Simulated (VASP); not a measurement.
# Al2Cu (P4/mmm) in VASP: a series of runs

Aim: see how the results for Al2Cu move with the level of theory and the settings. Levels: r2SCAN, r2SCAN+rVV10. Tasks: relaxation of cell and atoms.

Program: VASP 6.6.1. These are calculated values, not measurements. Logs are shortened: lines on timing, memory, paths and dates and some standing lists are left out, and cuts for length are marked.

### Step 1. Starting point

The structure is tetragonal, space group P4/mmm (No. 123). Conventional cell: a = 4.105 Å, b = 4.105 Å, c = 2.891 Å, α = 90.00°, β = 90.00°, γ = 90.00°. Al (site symmetry mmm) is surrounded by 4 Cu at 2.51 Å. Cu (site symmetry 4/mmm) is surrounded by 8 Al at 2.51 Å.

The cell comes from a database or a generator and needn't be the stable form of this composition.

### Step 2. Relaxation of cell and atoms, r2SCAN

Input file INCAR:

```
SYSTEM = Al2Cu
PREC = Accurate
ENCUT = 600
EDIFF = 1E-7
ISMEAR = 0
SIGMA = 0.1
LREAL = .FALSE.
LASPH = .TRUE.
NELM = 80
ALGO = Normal
ISIF = 3
LWAVE = .FALSE.
LCHARG = .FALSE.
METAGGA = R2SCAN
LMIXTAU = .TRUE.
IBRION = 2
NSW = 90
EDIFFG = -0.005
```

Input file KPOINTS:

```
regular mesh
0
G
  10 10 14
  0 0 0
```

Input file POSCAR:

```
Al2Cu
1.0
    4.1051820000      0.0000000000      0.0000000000
    0.0000000000      4.1051820000      0.0000000000
    0.0000000000      0.0000000000      2.8913130000
Al Cu
2 1
Direct
    0.5000000000      0.0000000000      0.5000000000
    0.0000000000      0.5000000000      0.5000000000
    0.0000000000      0.0000000000      0.0000000000
```

Potentials or basis: VASP PAW PBE potentials, release 64 (Al, Cu).

The run is started by

```bash
> cat potpaw_PBE.64/Al/POTCAR potpaw_PBE.64/Cu/POTCAR > POTCAR
> mpirun -np 1 vasp_std > vasp.out
```

OUTCAR:

```text
SYSTEM = Al2Cu
   PREC = Accurate
   ENCUT = 600
   EDIFF = 1E-7
   ISMEAR = 0
   LREAL = .FALSE.
   LASPH = .TRUE.
   NELM = 80
   ISIF = 3
   METAGGA = R2SCAN
   IBRION = 2
   NSW = 90
   EDIFFG = -0.005

 ion  position               nearest neighbor table
   1  0.500  0.000  0.500-   3 2.51   3 2.51   3 2.51   3 2.51   2 2.90   2 2.90   2 2.90   2 2.90

   2  0.000  0.500  0.500-   3 2.51   3 2.51   3 2.51   3 2.51   1 2.90   1 2.90   1 2.90   1 2.90

   3  0.000  0.000  0.000-   1 2.51   2 2.51   1 2.51   2 2.51   2 2.51   2 2.51   1 2.51   1 2.51

  LATTYP: Found a simple tetragonal cell.
 ALAT       =     4.1051820000
 C/A-ratio  =     0.7043081159

  Lattice vectors:

 A1 = (   4.1051820000,   0.0000000000,   0.0000000000)
 A2 = (   0.0000000000,   4.1051820000,   0.0000000000)
 A3 = (   0.0000000000,   0.0000000000,   2.8913130000)

Analysis of symmetry for initial positions (statically):
=====================================================================
 Subroutine PRICEL returns:
 Original cell was already a primitive cell.

 Routine SETGRP: Setting up the symmetry group for a
 simple tetragonal supercell.

 Subroutine GETGRP returns: Found 16 space group operations
 (whereof 16 operations were pure point group operations)
 out of a pool of 16 trial point group operations.

The static configuration has the point symmetry D_4h.

Analysis of symmetry for dynamics (positions and initial velocities):
=====================================================================
 Subroutine PRICEL returns:
 Original cell was already a primitive cell.

 Routine SETGRP: Setting up the symmetry group for a
 simple tetragonal supercell.

 Subroutine GETGRP returns: Found 16 space group operations
 (whereof 16 operations were pure point group operations)
 out of a pool of 16 trial point group operations.

The dynamic configuration has the point symmetry D_4h.

 Subroutine INISYM returns: Found 16 space group operations
 (whereof 16 operations are pure point group operations),
 and found     1 'primitive' translations

----------------------------------------------------------------------------------------

                                     Primitive cell

  volume of cell :      48.7259

  direct lattice vectors                    reciprocal lattice vectors
     4.105182000  0.000000000  0.000000000     0.243594559  0.000000000  0.000000000
     0.000000000  4.105182000  0.000000000     0.000000000  0.243594559  0.000000000
     0.000000000  0.000000000  2.891313000     0.000000000  0.000000000  0.345863627

[... 105 lines left out ...]
     AMIX_MAG =   1.60;   BMIX_MAG =  1.00
  volume/ion in A,a.u.               =      16.24       109.61
  Fermi-wavevector in a.u.,A,eV,Ry     =   1.152492  2.177894 18.071765  1.328237
  Thomas-Fermi vector in A             =   2.289142
   LORBIT       =      0    0 simple, 1 ext, 2 COOP (PROOUT), +10 PAW based schemes
   METAGGA = R2SCAN    functional components
   LHFCALC =     F    Hartree Fock is set to
   AEXX    =    0.0000 exact exchange contribution
   IVDW    =     0    specifies the selected vdW correction
   LEPSILON=     F    determine dielectric tensor
   LRPA    =     F    only Hartree local field effects (RPA)
 conjugate gradient relaxation of ions
 non-spin polarized calculation
 Gauss-broadening in eV      SIGMA  =   0.10
  energy-cutoff  :      600.00
  volume of cell :       48.73
 maximum number of plane-waves:      1662
 NGX is ok and might be reduce to    36

--------------------------------------- Ionic step        1  -------------------------------------------

 number of electron      16.9999992 magnetization

 Free energy of the ion-electron system (eV)
  ---------------------------------------------------
  ext. energy  EPLUGINS =         0.00000000
  ---------------------------------------------------
  free energy    TOTEN  =       -24.40873678 eV

  energy without entropy =      -24.40428780  energy(sigma->0) =      -24.40651229

------------------------ aborting loop because EDIFF is reached ----------------------------------------

  FORCE on cell =-STRESS in cart. coord.  units (eV):
  Direction    XX          YY          ZZ          XY          YZ          ZX
  --------------------------------------------------------------------------------------
  -------------------------------------------------------------------------------------
  Total       -0.5771093     -0.5771093     -0.8704558      0.0000000      0.0000000      0.0000000
  in kB      -18.9761768    -18.9761768    -28.6218269      0.0000000      0.0000000      0.0000000
  external PRESSURE =     -22.1913935 kB  Pullay stress =       0.0000000 kB
[... 209 lines left out ...]
--------------------------------------- Ionic step        7  -------------------------------------------

 number of electron      16.9999991 magnetization

 Free energy of the ion-electron system (eV)
  ---------------------------------------------------
  ext. energy  EPLUGINS =         0.00000000
  ---------------------------------------------------
  free energy    TOTEN  =       -24.41767234 eV

  energy without entropy =      -24.41285093  energy(sigma->0) =      -24.41526163

 E-fermi :   7.3091     XC(G=0): -11.2178

 val. band max:        7.3025081123   @ k =   0.2000   0.1000   0.5000
 cond. band min:       7.3229410801   @ k =   0.3000   0.2000   0.2857
 fundamental gap:      0.0204329678
 Fermi energy:         7.3090899284

 k-point     1 :       0.0000    0.0000    0.0000
  band No.  band energies     occupation
      1      -3.9307      2.00000
      2       1.6147      2.00000
      3       2.1231      2.00000
      4       2.8056      2.00000
      5       3.0733      2.00000
      6       3.0733      2.00000
      7       4.6625      2.00000
      8       4.6625      2.00000
      9       7.3816      0.30490
     10       8.3215      0.00000
     11      13.9713      0.00000
     12      14.0700      0.00000
[... 331 lines left out ...]
 k-point    24 :       0.2000    0.0000    0.0714
  band No.  band energies     occupation
      1      -3.4739      2.00000
      2       1.2923      2.00000
      3       2.0928      2.00000
      4       2.7194      2.00000
      5       2.9010      2.00000
      6       2.9838      2.00000
      7       3.4722      2.00000
      8       5.2227      2.00000
      9       8.0324      0.00000
     10      10.5547      0.00000
     11      11.3909      0.00000
     12      11.9075      0.00000

 [... further k-points ...]
[... 5 lines left out ...]
  --------------------------------------------------------------------------------------
  -------------------------------------------------------------------------------------
  Total       -0.0108652     -0.0108652     -0.0105203      0.0000000      0.0000000      0.0000000
  in kB       -0.3654995     -0.3654995     -0.3538973      0.0000000      0.0000000      0.0000000
  external PRESSURE =      -0.3616321 kB  Pullay stress =       0.0000000 kB
[... 18 lines left out ...]
  FREE ENERGIE OF THE ION-ELECTRON SYSTEM (eV)
  ---------------------------------------------------
  free  energy   TOTEN  =       -24.4176723415 eV

  energy  without entropy=      -24.4128509265  energy(sigma->0) =      -24.41526163

 reached required accuracy - stopping structural energy minimisation
```

CONTCAR:

```text
Al2Cu
   1.00000000000000
     4.0873357447045411    0.0000000000000000    0.0000000000000000
     0.0000000000000000    4.0873357447045411   -0.0000000000000000
     0.0000000000000000    0.0000000000000000    2.8508850778040502
  Al              Cu
     2     1
Direct
     0.5000000000000000    0.0000000000000000    0.5000000000000000
     0.0000000000000000    0.5000000000000000    0.5000000000000000
     0.0000000000000000    0.0000000000000000    0.0000000000000000

  0.00000000E+00  0.00000000E+00  0.00000000E+00
  0.00000000E+00  0.00000000E+00  0.00000000E+00
  0.00000000E+00  0.00000000E+00  0.00000000E+00
```

Run time: 11 min. Hardware: 1 thread of Intel Xeon 6975P-C (Granite Rapids), shared host; peak memory 0.29 GiB.

What came out:

```
Free energy                            : -24.4177 eV
Relaxed volume                         : 15.88 Å³/atom
Relaxed cell                           : a = 4.087 Å, b = 4.087 Å, c = 2.851 Å, α = 90.00°, β = 90.00°, γ = 90.00°
Space group after relaxing (to 0.05 Å) : P4/mmm (No. 123)
Energy gained by relaxing              : 3.0 meV/atom
Ionic steps                            : 7
Pressure after relaxing                : 0.0 GPa
Band gap on the k mesh                 : none (metal or under the smearing width)
```

Step by step:
```csv
step,energy change (eV),largest force (eV/Å),pressure (GPa),volume (Å³)
1,0.0000,0.0000,-2.22,48.73
2,-0.0073,0.0000,1.00,47.16
3,-0.0086,0.0000,0.07,47.57
4,-0.0086,0.0000,0.04,47.60
5,-0.0088,0.0000,0.02,47.61
6,-0.0089,0.0000,-0.05,47.63
7,-0.0089,0.0000,-0.04,47.63
```

Final structure:
```
CELL_PARAMETERS angstrom
4.08734 0.00000 0.00000
0.00000 4.08734 0.00000
0.00000 0.00000 2.85089
ATOMIC_POSITIONS crystal
Al 0.50000 0.00000 0.50000
Al 0.00000 0.50000 0.50000
Cu 0.00000 0.00000 0.00000
```

Levels at points of the mesh, in eV from the Fermi level:
```tsv
k point	band 5	band 6	band 7	band 8	band 9	band 10	band 11	band 12
(0.00, 0.00, 0.00)	-4.24	-4.24	-2.65	-2.65	0.07	1.01	6.66	6.76
(0.50, 0.00, 0.00)	-4.55	-4.27	-4.23	-1.25	1.62	1.92	2.15	8.22
(0.50, 0.50, 0.00)	-4.58	-4.46	-4.26	-4.26	-2.57	9.00	9.00	10.15
(0.00, 0.00, 0.50)	-5.03	-4.30	-3.13	2.65	2.76	2.76	2.84	2.84
(0.50, 0.00, 0.50)	-4.39	-4.35	-3.30	-2.57	-1.70	3.99	4.16	4.67
(0.50, 0.50, 0.50)	-4.14	-3.73	-2.49	-2.49	-0.95	-0.81	0.19	0.19
```

Caveat: the PAW data sets were made with another functional, which shifts forces and pressure a little.

### Step 3. Relaxation of cell and atoms, r2SCAN+rVV10

Changes to INCAR since step 2:

```diff
@@ -15,2 +15,6 @@
 LMIXTAU = .TRUE.
+LUSE_VDW = .TRUE.
+IVDW_NL = 2
+BPARAM = 11.95
+CPARAM = 0.0093
 IBRION = 2
```

KPOINTS is that of step 2.

POSCAR is that of step 2.

Potentials or basis: VASP PAW PBE potentials, release 64 (Al, Cu).

The run is started by

```bash
> cat potpaw_PBE.64/Al/POTCAR potpaw_PBE.64/Cu/POTCAR > POTCAR
> mpirun -np 1 vasp_std > vasp.out
```

Run time: 16 min. Hardware: 1 thread of Intel Xeon 6975P-C (Granite Rapids), shared host; peak memory 0.42 GiB.

The run converged. Its results:

| Property | Result |
| --- | --- |
| Free energy | -23.9569 eV |
| Relaxed volume | 15.79 Å³/atom |
| Relaxed cell | a = 4.080 Å, b = 4.080 Å, c = 2.845 Å, α = 90.00°, β = 90.00°, γ = 90.00° |
| Space group after relaxing (to 0.05 Å) | P4/mmm (No. 123) |
| Energy gained by relaxing | 4.4 meV/atom |
| Ionic steps | 9 |
| Pressure after relaxing | 0.0 GPa |
| Band gap on the k mesh | none (metal or under the smearing width) |

The path:
| step | energy change (eV) | largest force (eV/Å) | pressure (GPa) | volume (Å³) |
| --- | --- | --- | --- | --- |
| 1 | 0.0000 | 0.0000 | -2.76 | 48.73 |
| 2 | -0.0105 | 0.0000 | 1.33 | 46.78 |
| 3 | -0.0127 | 0.0000 | 0.07 | 47.33 |
| 4 | -0.0127 | 0.0000 | 0.02 | 47.36 |
| 5 | -0.0130 | 0.0000 | -0.02 | 47.37 |
| 6 | -0.0131 | 0.0000 | -0.06 | 47.39 |
| 7 | -0.0131 | 0.0000 | -0.05 | 47.39 |
| 8 | -0.0131 | 0.0000 | 0.07 | 47.34 |
| 9 | -0.0131 | 0.0000 | 0.01 | 47.36 |

Final structure:
```
CELL_PARAMETERS angstrom
4.07987 0.00000 0.00000
0.00000 4.07987 0.00000
0.00000 0.00000 2.84511
ATOMIC_POSITIONS crystal
Al 0.50000 0.00000 0.50000
Al 0.00000 0.50000 0.50000
Cu 0.00000 0.00000 0.00000
```

Levels at points of the mesh, in eV from the Fermi level:
```csv
k point,band 6,band 7,band 8,band 9,band 10,band 11,band 12
"(0.00, 0.00, 0.00)",-4.25,-2.66,-2.66,0.09,1.00,6.69,6.80
"(0.50, 0.00, 0.00)",-4.28,-4.24,-1.26,1.63,1.92,2.17,8.26
"(0.50, 0.50, 0.00)",-4.48,-4.27,-4.27,-2.59,9.01,9.01,10.18
"(0.00, 0.00, 0.50)",-4.31,-3.14,2.67,2.78,2.78,2.83,2.83
"(0.50, 0.00, 0.50)",-4.37,-3.32,-2.57,-1.70,4.00,4.16,4.70
"(0.50, 0.50, 0.50)",-3.74,-2.50,-2.50,-0.96,-0.81,0.22,0.22
```

Caveat: the PAW data sets were made with another functional, which shifts forces and pressure a little.
